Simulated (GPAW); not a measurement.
Crystal: Hf.

```
Hf
1.0
     3.19670    0.00000    0.00000
    -1.59835    2.76842    0.00000
     0.00000    0.00000    5.05780
Hf
2
Direct
  0.66667 0.33333 0.75000
  0.33333 0.66667 0.25000
```

```yaml
Program: GPAW 26.7.0
Task: relaxation of cell and atoms
Functional: PBEsol
Dispersion: D3
Potentials_or_basis: PAW data sets generated in the run's folder for this functional
Cutoff: 600 eV
Basis: pw
k_mesh: 8 × 8 × 5
Occupations: fermi-dirac, width 0.05 eV
Spin: no spin polarisation
```

At the start: pressure -6.2 GPa; volume 22.38 Å³/atom.

Problem. Where does the relaxation end?

Solution. Over 5 steps the energy falls by 24.6 meV/atom and the volume is 21.14 Å³/atom (-5.5 %); space group P6_3/mmc (No. 194, to 0.05 Å).

Step by step:
```tsv
step	energy change (eV)	largest force (eV/Å)	pressure (GPa)	volume (Å³)
1	0.0000	0.0000	-6.20	44.76
2	-0.0267	0.0000	-4.33	43.94
3	-0.0491	0.0000	0.20	42.20
4	-0.0492	0.0000	-0.01	42.27
5	-0.0492	0.0000	-0.04	42.28
```

Final structure:
```
Hf
1.0
     3.13623    0.00000    0.00000
    -1.56811    2.71605    0.00000
     0.00000    0.00000    4.96352
Hf
2
Cartesian
  1.5681 0.9054 3.7226
  0.0000 1.8107 1.2409
```

Caveat: later steps reuse the first step's grids; pairwise dispersion overbinds metals, which lowers pressure and volume.
